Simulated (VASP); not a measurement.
BAs:

```
B As
1.0
     0.00000    2.38850    2.38850
     2.38850    0.00000    2.38850
     2.38850    2.38850    0.00000
B As
1 1
Cartesian
  0.0000 0.0000 0.0000
  1.1943 1.1943 1.1943
```

Base run:

| Quantity | Value |
| --- | --- |
| Program | VASP 6.6.1 |
| Functional | PBE |
| Potentials or basis | VASP PAW PBE potentials, release 64 (B, As) |
| Cutoff | 520 eV |
| k mesh | 8 × 8 × 8 |
| Occupations | gaussian, width 0.03 eV |
| Spin | no spin polarisation |

Its results: band gap on the k mesh 1.19 eV, indirect (least direct gap 3.28 eV); pressure 3.4 GPa.

Q: The run is repeated on the same cell with these changes: functional from PBE to PBE0. What comes out?

A: Band gap on the k mesh 2.51 eV, indirect (least direct gap 4.77 eV); pressure -0.7 GPa.

PBE0 gives the wider gap, since exact exchange removes part of the self-interaction.

Caveats: the PAW data sets were made with another functional, which shifts forces and pressure a little (some runs).

A k mesh can miss the band edges.

Not every run made on this cell is shown here.
